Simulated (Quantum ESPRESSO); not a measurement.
The system is Se.

```
Se
1.0
     4.36620    0.00000    0.00000
    -2.18310    3.78124    0.00000
     0.00000    0.00000    4.95360
Se
3
Direct
  0.77460 0.77460 0.00000
  0.00000 0.22540 0.66667
  0.22540 0.00000 0.33333
```

Base run:

```yaml
Program: Quantum ESPRESSO 7.5
Functional: AM05
Potentials_or_basis: GBRV 1.5 PBE
Cutoff: 612 eV
Density_cutoff: 4898 eV
k_mesh: 6 × 6 × 6, shifted
Occupations: fermi-dirac, width 0.05 eV
Spin: no spin polarisation
```

Its results: pressure 0.8 GPa; largest force 0.188 eV/Å; electronic dielectric tensor (diagonal) 9.59, 9.59, 14.40.

Q: After a change of settings the same cell gave: pressure 6.2 GPa; largest force 0.684 eV/Å; electronic dielectric tensor (diagonal) 9.24, 9.24, 13.98. Which change was it?
A. functional from AM05 to PBEsol; potentials or basis from GBRV 1.5 PBE to GBRV 1.5 PBEsol
B. functional from AM05 to WC
C. functional from AM05 to LDA; potentials or basis from GBRV 1.5 PBE to GBRV 1.5 LDA
D. functional from AM05 to BLYP

A: D.

BLYP binds less tightly than AM05, so the same cell stands under more pressure.

Caveats: the potentials were made for another functional, which shifts forces and pressure; the cell is more than 3 GPa from zero pressure, which shifts response properties (some runs).

Runs at the PBE level aren't shown here.
